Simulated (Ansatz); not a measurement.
# CoO (Fm-3m) in Ansatz: convergence with k mesh

Aim: find how far k mesh must go before the results for CoO settle, at PBE. This setting moves, with any that are tied to it; all else stays.

Program: Ansatz 0.2.0. These are calculated values, not measurements. Logs are shortened: lines on timing, memory, paths and dates and some standing lists are left out, and cuts for length are marked.

**1. The crystal as given**

It takes space group Fm-3m (No. 225, cubic). Conventional cell: a = 4.263 Å, b = 4.263 Å, c = 4.263 Å, α = 90.00°, β = 90.00°, γ = 90.00°. Co (site symmetry m-3m) has 6 O at 2.13 Å as nearest neighbours. O (site symmetry m-3m) has 6 Co at 2.13 Å as nearest neighbours.

**2. With k mesh 3 × 3 × 3**

File input.yaml:

```yaml
crystal:
  lattice:
    - [0.0, 2.1315, 2.1315]
    - [2.1315, 0.0, 2.1315]
    - [2.1315, 2.1315, 0.0]
  atoms:
    - { symbol: Co, position: [0.0, 0.0, 0.0], spin: 2.0 }
    - { symbol: O, position: [0.5, 0.5, 0.5] }
hamiltonian:
  xc: pbe
  pseudopotentials: { kind: paw }
magnetization:
  spin_polarized: true
kpoints:
  mp_grid: { grid: [3, 3, 3] }
scf:
  occupations: { method: cold, width: 0.05 }
output:
  forces: true
  stress: true
  eigenvalues: true
```

Potentials or basis: Ansatz PAW.

Command:

```
> ansatz run input.yaml --threads 2 --pin off --max-ram 5632MiB --backend cpu --events-out ev --progress --plain --runs-dir out
```

What it wrote:

```text
Warning: RAYON_NUM_THREADS=2 ignored (pool sized by the plan → 2); use --threads N
Engine: ansatz 0.2.0, aarch64-unknown-linux-gnu
Pseudopotentials: kind: paw
Pseudopotential: Co, paw, valence charge 17, recommended cutoff 420 eV (normal), Co.paw.azcp
Pseudopotential: O, paw, valence charge 6, recommended cutoff 420 eV (normal), O.paw.azcp
Functional definition: PBE
  parameter kappa = 0.804
  parameter beta = 0.06672455060314922
  exchange = pbe_x(kappa = kappa, mu = beta*pi^2/3)
  correlation = pbe_c(beta = beta)
Crystal: 2 atoms, lattice volume = 19.368 Å³
Basis set: ecut = 420 eV, 339 PW (Γ), exchange–correlation on 48×48×48 points (8 copies of the dense FFT grid, shifted against one another)
Bands: 17, of which v1, the nominal top of the filled ones, is band 12 counted from 1 (11 counted from 0)
Symmetry: 48 space group operations
Space group: Fm-3m (ITA 225), of the structure as read, at distance tolerance 2.7e-5 Å
Magnetic group: BNS 225.116 (UNI 1618), of the structure as read, at distance tolerance 2.7e-5 Å
k-points: 4 of 27
Non-local potential: Co, projectors of the file, l = 0: 3, l = 1: 2, l = 2: 3, l = 3: 1
Non-local potential: O, projectors of the file, l = 0: 2, l = 1: 2, l = 2: 1
PAW form: soft (Blöchl's): semilocal exchange-correlation on the pseudo side does not see the compensation charge
PAW one-centre angular grid: Co, 590 points (default); XC on 64 Gauss nodes
PAW one-centre angular grid: O, 110 points (default); XC on 64 Gauss nodes
Initial density: superposition of atomic densities (chi_scale 0.1, normalization cell, long waves kept (reshape's long-wave potential 0.00 eV rms))
Starting moments: Σ|m| = 2 μB on 1 of 2 sites
Initial wavefunctions: pseudopotential atomic-orbital guess
Functional: x = pbe(κ = 0.804, μ = 0.2195149727645171), c = pbe(β = 0.06672455060314922)
SCF iter   1: F=—  HF=-5690.742325 eV  |F-HF|=—  |Δ(HF+E_count)|=         —  Δρ=2.05e-1 (↑7.14e-2 ↓2.05e-1)  dr2=8.57e0  dr2_m=1.55e0  M=0.926 μB ∫|m|=1.061 μB  β_m=0.30  ethr=3.10e-3  ⟨swp⟩=5.4  Hψ=581  notcnv=0
Mixer restart at iter 1: flushing history
preconditioner: auto → none  [insulator: Δε(μ)=0.196 eV  Ē_g=13.048 eV  σ=0.050 eV  W_gap=0.65  n_scr=8 (ndim 8)  ℏωp=32.7 eV  f_vac=0.000  D(μ)=8.52/eV (n_scr^D=258)  ε∞_Penn≈7.3]
SCF iter   2: F=—  HF=-5692.912215 eV  |F-HF|=—  |Δ(HF+E_count)|=    2.17e0  Δρ=1.98e-1 (↑1.14e-1 ↓1.98e-1)  dr2=2.91e0  dr2_m=3.66e0  M=3.074 μB ∫|m|=3.074 μB  β_m=0.24  ethr=3.10e-3  ⟨swp⟩=3.0  Hψ=362  notcnv=0  defer=6
SCF iter   3: F=—  HF=-5692.036944 eV  |F-HF|=—  |Δ(HF+E_count)|=   8.75e-1  Δρ=1.27e-1 (↑1.11e-1 ↓1.27e-1)  dr2=2.78e-1  dr2_m=2.40e0  M=3.000 μB ∫|m|=3.004 μB  β_m=0.38  ethr=3.10e-3  ⟨swp⟩=2.4  Hψ=273  notcnv=0  defer=4
SCF iter   4: F=—  HF=-5692.122313 eV  |F-HF|=—  |Δ(HF+E_count)|=   8.54e-2  Δρ=1.12e-1 (↑7.97e-2 ↓1.12e-1)  dr2=3.24e-1  dr2_m=1.54e0  M=3.000 μB ∫|m|=3.006 μB  β_m=0.35  ethr=1.21e-3  ⟨swp⟩=2.0  Hψ=231  notcnv=0  defer=4
SCF iter   5: F=—  HF=-5692.079264 eV  |F-HF|=—  |Δ(HF+E_count)|=   4.30e-2  Δρ=7.39e-2 (↑6.42e-2 ↓7.39e-2)  dr2=1.83e-1  dr2_m=7.95e-1  M=3.000 μB ∫|m|=3.010 μB  β_m=0.36  ethr=1.21e-3  ⟨swp⟩=2.4  Hψ=191  notcnv=0  defer=4
SCF iter   6: F=—  HF=-5692.029848 eV  |F-HF|=—  |Δ(HF+E_count)|=         —  Δρ=2.87e-2 (↑2.24e-2 ↓2.87e-2)  dr2=2.89e-3  dr2_m=1.14e-1  M=3.000 μB ∫|m|=3.023 μB  β_m=0.50  ethr=7.94e-4  ⟨swp⟩=1.9  Hψ=221  notcnv=0  defer=4
Mixer restart at iter 6: flushing history
SCF iter   7: F=—  HF=-5692.039301 eV  |F-HF|=—  |Δ(HF+E_count)|=   9.45e-3  Δρ=1.43e-2 (↑1.43e-2 ↓1.32e-2)  dr2=1.15e-3  dr2_m=3.30e-2  M=3.000 μB ∫|m|=3.026 μB  β_m=0.75  ethr=1.26e-5  ⟨swp⟩=2.5  Hψ=288  notcnv=0  defer=6
SCF iter   8: F=—  HF=-5692.054264 eV  |F-HF|=—  |Δ(HF+E_count)|=   1.50e-2  Δρ=7.12e-3 (↑5.77e-3 ↓7.12e-3)  dr2=1.63e-2  dr2_m=1.49e-4  M=3.000 μB ∫|m|=3.031 μB  β_m=0.56  ethr=5.00e-6  ⟨swp⟩=2.2  Hψ=276  notcnv=0  defer=7
SCF iter   9: F=—  HF=-5692.048434 eV  |F-HF|=—  |Δ(HF+E_count)|=   5.83e-3  Δρ=1.08e-3 (↑8.93e-4 ↓1.08e-3)  dr2=3.36e-4  dr2_m=1.36e-5  M=3.000 μB ∫|m|=3.031 μB  β_m=0.50  ethr=5.00e-6  ⟨swp⟩=2.1  Hψ=266  notcnv=0  defer=7
SCF iter  10: F=—  HF=-5692.048350 eV  |F-HF|=—  |Δ(HF+E_count)|=   8.33e-5  Δρ=3.01e-4 (↑1.83e-4 ↓3.01e-4)  dr2=2.12e-5  dr2_m=5.64e-6  M=3.000 μB ∫|m|=3.031 μB  β_m=0.66  ethr=1.46e-6  ⟨swp⟩=2.2  Hψ=233  notcnv=0  defer=6
SCF iter  11: F=—  HF=-5692.045189 eV  |F-HF|=—  |Δ(HF+E_count)|=         —  Δρ=3.76e-4 (↑4.59e-5 ↓3.76e-4)  dr2=2.09e-5  dr2_m=7.34e-6  M=3.000 μB ∫|m|=3.032 μB  β_m=0.66  ethr=9.20e-8  ⟨swp⟩=2.0  Hψ=186  notcnv=0  defer=6
Mixer restart at iter 11: flushing history
iteration 11: the input's own smearing fills from here on; a Gaussian of 0.05 eV has filled iterations ahead of it
SCF iter  12: F=—  HF=-5692.045202 eV  |F-HF|=—  |Δ(HF+E_count)|=   1.30e-5  S|Δr|=    0.00e0  Δρ=4.07e-4 (↑3.53e-4 ↓4.07e-4)  dr2=7.38e-5  dr2_m=9.61e-7  M=3.000 μB ∫|m|=3.032 μB  β_m=0.41  ethr=9.10e-8  ⟨swp⟩=2.0  Hψ=220  notcnv=0  defer=6  recentre
SCF iter  13: F=—  HF=-5692.045187 eV  |F-HF|=—  |Δ(HF+E_count)|=   1.47e-5  S|Δr|=    0.00e0  Δρ=2.00e-4 (↑3.54e-5 ↓2.00e-4)  dr2=5.76e-6  dr2_m=2.20e-6  M=3.000 μB ∫|m|=3.032 μB  β_m=0.52  ethr=9.10e-8  ⟨swp⟩=2.1  Hψ=209  notcnv=0  defer=6
SCF iter  14: F=-5692.045187 eV  HF=-5692.045187 eV  |F-HF|=2.55e-8  |Δ(HF+E_count)|=   5.25e-7  S|Δr|=    0.00e0  Δρ=2.11e-5 (↑4.03e-6 ↓2.11e-5)  dr2=2.95e-8  dr2_m=2.50e-8  M=3.000 μB ∫|m|=3.032 μB  ethr=4.35e-10  ⟨swp⟩=5.4  Hψ=638  notcnv=0
SCF 1 converged in 14 iterations: F = -5692.045187 eV  dr2 = 2.95e-8
this state was not tested for a lower state beside it, because cold or Methfessel-Paxton smearing, or corrected tetrahedra, fill the levels in a way that the test cannot read (fill_not_monotonic; see scf.lower_state_search)
SCF converged after 14 iterations
Magnetization: 3.0000 μB (13.0000 up, 10.0000 down)
Absolute magnetization: 3.0321 μB (∫|ρ↑−ρ↓|, with the PAW one-centre terms)
Spin contamination: 0.0066 ħ² per cell (⟨S²⟩ above its minimum at these occupations)
Per-site moments (μB) at R_I (Å): [(2.534967637633378, 0.87924375), (0.3662871929174629, 0.87924375)]
Free energy (F): -5692.045187 eV
Harris-Foulkes:  -5692.045187 eV  (|F-HF|=2.55e-8)
Internal energy: -5692.044222 eV  (E = F + TS)
E sigma→0 (E₀):  -5692.044865 eV
Entropy (-TS):   -0.000964 eV (-0.482 meV/atom)
Fermi energy:    13.739015 eV
--- Per-component energies (eV) ---
  E_band       = -306.185919
  E_kinetic    = 617.374756
  E_local      = -3436.962359  (includes V_loc(G=0)·N_el)
  E_nonlocal   = 514.306430
  E_hartree    = 1410.840742
  E_xc         = -228.528079
  E_vxc        = -293.684534  (∫ρ·V_xc dr)
  E_paw        = -1677.013168  (= ΣΔE_a)
  E_vpaw       = -528.915321  (= ΣTr[D̂ρ^β])
  E_aug_tail   = 0.002523  (compensation charges beyond the density's cutoff)
  E_ewald      = -2892.065066
  E_smearing   = -0.000964  (= −TS)
  E_closure    = -0.000000  (closes the sum)
  Σ components = -5692.045187   (vs F -5692.045187, Δ=0.00e0)
--- Forces (eV/Å), atoms counted from 1 ---
  atom   1  Co    -0.00000000    -0.00000000    -0.00000000
  atom   2  O      0.00000000     0.00000000     0.00000000
  max |Σ_I F_I| component: 1.55e-29 eV/Å
--- Stress (GPa, compression-positive) ---
       -1.372881      -0.000000       0.000000
        0.000000      -1.372881      -0.000000
        0.000000       0.000000      -1.372881
  P = ⅓ Tr σ = -1.3729 GPa (-13.729 kbar)
--- Band table (eV; the first three rows and the last of 8) ---
  k-point 0 ↑: bands = ["-83.0829", "-46.3458", "-46.3458", "-46.3458", "-6.3758", "10.5188", "10.5188", "10.6948", "10.6948", "10.6948", "10.7259", "10.7259", "10.7259", "14.7597", "30.6096", "31.8448", "31.8448"]
  k-point 1 ↑: bands = ["-83.0804", "-46.3735", "-46.3495", "-46.3495", "-5.4858", "6.6000", "8.1632", "8.1632", "11.2460", "11.2460", "11.6947", "13.4106", "13.4106", "18.3266", "23.9815", "28.1849", "28.1849"]
  k-point 2 ↑: bands = ["-83.0796", "-46.3713", "-46.3563", "-46.3563", "-5.3904", "6.8283", "9.4561", "9.4561", "10.0846", "10.7771", "11.8840", "11.8908", "11.8908", "19.5805", "24.3372", "25.9805", "29.2804"]
  k-point 3 ↓: bands = ["-79.9571", "-43.3216", "-43.3207", "-43.3027", "-4.4100", "7.6469", "8.1361", "9.4302", "13.2905", "13.7168", "13.9975", "14.9942", "16.0223", "22.7142", "23.1302", "24.1320", "29.0982"]
```

It took 0.77 s on 2 threads of Arm Neoverse V2, shared host; peak memory 0.27 GiB.

Results:

```yaml
Free_energy: -5692.0452 eV
Pressure: -1.4 GPa
Band_gap_on_the_k_mesh: none (metal or under the smearing width)
Net_moment: 3.00 μB per cell
Absolute_moment: 3.03 μB per cell
Site_moments: Co +2.53; O +0.37 μB
```

**3. With k mesh 4 × 4 × 4**

Changes to input.yaml since step 2:

```diff
@@ -14,3 +14,3 @@
 kpoints:
-  mp_grid: { grid: [3, 3, 3] }
+  mp_grid: { grid: [4, 4, 4] }
 scf:
```

Potentials or basis: Ansatz PAW.

Command:

```
> ansatz run input.yaml --threads 2 --pin off --max-ram 5632MiB --backend cpu --events-out ev --progress --plain --runs-dir out
```

It took 0.88 s on 2 threads of Arm Neoverse V2, shared host; peak memory 0.27 GiB.

What came out:

```
Free energy            : -5692.1017 eV
Pressure               : -7.3 GPa
Band gap on the k mesh : none (metal or under the smearing width)
Net moment             : 2.38 μB per cell
Absolute moment        : 2.38 μB per cell
Site moments           : Co +2.12; O +0.14 μB
```

**4. With k mesh 5 × 5 × 5**

Changes to input.yaml since step 3:

```diff
@@ -14,3 +14,3 @@
 kpoints:
-  mp_grid: { grid: [4, 4, 4] }
+  mp_grid: { grid: [5, 5, 5] }
 scf:
```

Command:

```
> ansatz run input.yaml --threads 2 --pin off --max-ram 5632MiB --backend cpu --events-out ev --progress --plain --runs-dir out
```

Run time: 8.2 s. Hardware: 2 threads of Arm Neoverse V2, shared host; peak memory 0.33 GiB.

Results:

| Quantity | Value |
| --- | --- |
| Free energy | -5692.0866 eV |
| Pressure | 0.6 GPa |
| Band gap on the k mesh | none (metal or under the smearing width) |
| Net moment | 3.01 μB per cell |
| Absolute moment | 3.02 μB per cell |
| Site moments | Co +2.54; O +0.34 μB |

**5. With k mesh 6 × 6 × 6**

Changes to input.yaml since step 4:

```diff
@@ -14,3 +14,3 @@
 kpoints:
-  mp_grid: { grid: [5, 5, 5] }
+  mp_grid: { grid: [6, 6, 6] }
 scf:
```

Command:

```
> ansatz run input.yaml --threads 2 --pin off --max-ram 5632MiB --backend cpu --events-out ev --progress --plain --runs-dir out
```

It took 1.3 s on 2 threads of Arm Neoverse V2, shared host; peak memory 0.27 GiB.

Results:

* Free energy: -5692.1028 eV
* Pressure: -3.9 GPa
* Band gap on the k mesh: none (metal or under the smearing width)
* Net moment: 2.74 μB per cell
* Absolute moment: 2.75 μB per cell
* Site moments: Co +2.37; O +0.26 μB

**6. With k mesh 8 × 8 × 8**

Changes to input.yaml since step 5:

```diff
@@ -14,3 +14,3 @@
 kpoints:
-  mp_grid: { grid: [6, 6, 6] }
+  mp_grid: { grid: [8, 8, 8] }
 scf:
```

Potentials or basis: Ansatz PAW.

Command:

```
> ansatz run input.yaml --threads 2 --pin off --max-ram 5632MiB --backend cpu --events-out ev --progress --plain --runs-dir out
```

It took 1.6 s on 2 threads of Arm Neoverse V2, shared host; peak memory 0.28 GiB.

The run converged. Its results:

```
Free energy            : -5692.0983 eV
Pressure               : -2.5 GPa
Band gap on the k mesh : none (metal or under the smearing width)
Net moment             : 2.88 μB per cell
Absolute moment        : 2.90 μB per cell
Site moments           : Co +2.46; O +0.30 μB
```

**7. With k mesh 10 × 10 × 10**

Changes to input.yaml since step 6:

```diff
@@ -14,3 +14,3 @@
 kpoints:
-  mp_grid: { grid: [8, 8, 8] }
+  mp_grid: { grid: [10, 10, 10] }
 scf:
```

Command:

```
> ansatz run input.yaml --threads 2 --pin off --max-ram 5632MiB --backend cpu --events-out ev --progress --plain --runs-dir out
```

Wall time 2.2 s (2 threads of Arm Neoverse V2, shared host); peak memory 0.29 GiB.

It converged, with:

```
Free energy            : -5692.0992 eV
Pressure               : -1.9 GPa
Band gap on the k mesh : none (metal or under the smearing width)
Net moment             : 2.95 μB per cell
Absolute moment        : 2.96 μB per cell
Site moments           : Co +2.51; O +0.33 μB
```

**8. With k mesh 12 × 12 × 12**

Changes to input.yaml since step 7:

```diff
@@ -14,3 +14,3 @@
 kpoints:
-  mp_grid: { grid: [10, 10, 10] }
+  mp_grid: { grid: [12, 12, 12] }
 scf:
```

Command:

```
> ansatz run input.yaml --threads 2 --pin off --max-ram 5632MiB --backend cpu --events-out ev --progress --plain --runs-dir out
```

Wall time 3 s (2 threads of Arm Neoverse V2, shared host); peak memory 0.31 GiB.

The run converged. Its results:

* Free energy: -5692.0987 eV
* Pressure: -1.7 GPa
* Band gap on the k mesh: none (metal or under the smearing width)
* Net moment: 2.97 μB per cell
* Absolute moment: 2.99 μB per cell
* Site moments: Co +2.52; O +0.33 μB

**9. With k mesh 15 × 15 × 15**

Changes to input.yaml since step 8:

```diff
@@ -14,3 +14,3 @@
 kpoints:
-  mp_grid: { grid: [12, 12, 12] }
+  mp_grid: { grid: [15, 15, 15] }
 scf:
```

Potentials or basis: Ansatz PAW.

Command:

```
> ansatz run input.yaml --threads 2 --pin off --max-ram 5632MiB --backend cpu --events-out ev --progress --plain --runs-dir out
```

It took 4.6 s on 2 threads of Arm Neoverse V2, shared host; peak memory 0.34 GiB.

The run converged. Its results:

```
Free energy            : -5692.0989 eV
Pressure               : -1.7 GPa
Band gap on the k mesh : none (metal or under the smearing width)
Net moment             : 2.97 μB per cell
Absolute moment        : 2.99 μB per cell
Site moments           : Co +2.52; O +0.33 μB
```

**10. With k mesh 18 × 18 × 18**

Changes to input.yaml since step 9:

```diff
@@ -14,3 +14,3 @@
 kpoints:
-  mp_grid: { grid: [15, 15, 15] }
+  mp_grid: { grid: [18, 18, 18] }
 scf:
```

Command:

```
> ansatz run input.yaml --threads 2 --pin off --max-ram 5632MiB --backend cpu --events-out ev --progress --plain --runs-dir out
```

Run time: 7.2 s. Hardware: 2 threads of Arm Neoverse V2, shared host; peak memory 0.39 GiB.

It converged, with:

```
Free energy            : -5692.0988 eV
Pressure               : -1.6 GPa
Band gap on the k mesh : none (metal or under the smearing width)
Net moment             : 2.98 μB per cell
Absolute moment        : 3.00 μB per cell
Site moments           : Co +2.53; O +0.34 μB
```

**11. The series at a glance**

| k mesh | energy less the tightest run, at zero smearing (meV/atom) | pressure (GPa) | absolute moment (μB) | SCF cycles | CPU time (s) | peak memory (GiB) |
| --- | --- | --- | --- | --- | --- | --- |
| 3 × 3 × 3 | 27.03 | -1.37 | 3.03 | 14 | 1.3 | 0.27 |
| 4 × 4 × 4 | -1.76 | -7.31 | 2.38 | 13 | 1.5 | 0.27 |
| 5 × 5 × 5 | 5.88 | 0.61 | 3.02 | 39 | 15 | 0.33 |
| 6 × 6 × 6 | -1.84 | -3.94 | 2.75 | 17 | 2.3 | 0.27 |
| 8 × 8 × 8 | 0.33 | -2.53 | 2.90 | 16 | 2.9 | 0.28 |
| 10 × 10 × 10 | -0.05 | -1.93 | 2.96 | 14 | 3.9 | 0.29 |
| 12 × 12 × 12 | 0.17 | -1.72 | 2.99 | 15 | 5.5 | 0.31 |
| 15 × 15 × 15 | -0.02 | -1.73 | 2.99 | 15 | 8.5 | 0.34 |
| 18 × 18 × 18 | 0.00 | -1.62 | 3.00 | 16 | 13 | 0.39 |

Against the tightest run, the energy stays within 1 meV/atom from 8 × 8 × 8 on; the absolute moment stays within 0.02 μB from 12 × 12 × 12 on. Not settled before the last step: the pressure (to 0.1 GPa). Meshes of other sizes hit other points, so gaps and Fermi surfaces needn't settle smoothly. The tightest run that finished is the yardstick and may itself not be fully converged.

Caveats: a cell with one magnetic atom can't hold antiferromagnetic order, which such compounds often take; semilocal functionals often make such compounds metallic where correlation or magnetic order opens a gap, which also shifts bond lengths.
